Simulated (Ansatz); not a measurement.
## HgTe, one cell by several methods

```
Hg Te
1.0
     0.00000    3.15903    3.22350
     3.15903    0.00000    3.22350
     3.15903    3.15903    0.00000
Hg Te
1 1
Direct
  0.00000 0.00000 0.00000
  0.75000 0.75000 0.75000
```

Atom numbers follow the list: Hg1, Te2.

The cell is COD entry 1539232, as deposited and not checked against the literature; nothing was relaxed. The listed cell was then made from it by scaling, straining or moving an atom.

No spin–orbit coupling, which matters for the heavy atoms here.

Methods: DFT, LDA, PAW with Ansatz's default frozen-core files, scalar-relativistic (Ansatz 0.2.0); DFT, LDA, all-electron LAPW, scalar-relativistic (Ansatz 0.2.0).

For PAW: a Γ-centred 11×11×11 k mesh, Fermi–Dirac smearing of 0.03 eV, cutoff 420 eV, no spin polarisation; the PAW files were made with PBE, and the program remakes their frozen cores for this functional. LAPW targets a basis error of 0.5 meV/atom. The Ansatz runs share mesh, smearing and spin set-up. Plane-wave (PAW) pressures include the program's estimate of the Pulay term.

Stress and pressure are positive in compression.

The change that made this cell: equal xx and yy strain of -2 %.

PAW results:

```json
{"quantity": "pressure (GPa)", "PAW": "1.79"}
{"quantity": "stress xx (GPa)", "PAW": "1.90"}
{"quantity": "stress zz (GPa)", "PAW": "1.57"}
```

Problem. What does all-electron LAPW give for the same quantities?

Solution. 
| quantity | LAPW |
| --- | --- |
| pressure (GPa) | 1.80 |
| stress xx (GPa) | 1.91 |
| stress zz (GPa) | 1.59 |
